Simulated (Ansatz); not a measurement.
# N — ¹⁴N nuclear quadrupole resonance

Cell: a computed structure from the Materials Project (it need not be an observed phase), atoms as given.

```yaml
crystal:
  lattice:
    - [4.16723, 0.00000, 0.00000]
    - [-2.08362, 3.60893, 0.00000]
    - [0.00000, 0.00000, 7.00600]
  atoms:
    - { symbol: N, position: [0.33333, 0.66667, 0.32893] }
    - { symbol: N, position: [0.33333, 0.66667, 0.17107] }
    - { symbol: N, position: [0.66667, 0.33333, 0.82893] }
    - { symbol: N, position: [0.66667, 0.33333, 0.67107] }
```

Sites (sets of like atoms) are named by element and the number of their first atom in this list.

All values are calculated (Ansatz; DFT, PBE, plane waves and PAW, scalar-relativistic, 420 eV cutoff, Γ-centred 8×8×4 k-points, Fermi–Dirac smearing 0.05 eV), not measured.

¹⁴N: I = 1, Q = 20.44 mb (year-2017 value). Static lattice, zero field.

Problem. Predict the zero-field ¹⁴N lines of each site.

Solution. For I = 1 the lines are ν± = (3/4)|C_Q|(1 ± η/3) and ν₀ = |C_Q|η/2.

| site | atoms | V_zz (10²¹ V/m²) | C_Q (MHz) | η | line frequencies (MHz) |
| --- | --- | --- | --- | --- | --- |
| N | 1, 2, 3, 4 | -10.91 | -5.39 | 0.00 | 4.04 |

An axis of threefold or higher order runs through N, so V_zz lies along it and η is zero. The structure holds N–N bonds (1.11 Å).

The largest force is 0.5 eV/Å, so the atoms aren't at the calculated equilibrium and relaxing them would move these values. A computed database structure should lie near equilibrium, so this entry is doubtful.

Hardware: 1 thread of Intel Xeon 6975P-C (Granite Rapids) (x86_64; 16 cores open to the job, memory cap 2.5 GiB, no GPU), a shared host with a load of 0.3 a core. Wall time 1.6 s, CPU time 1.6 s, peak memory 0.49 GiB.
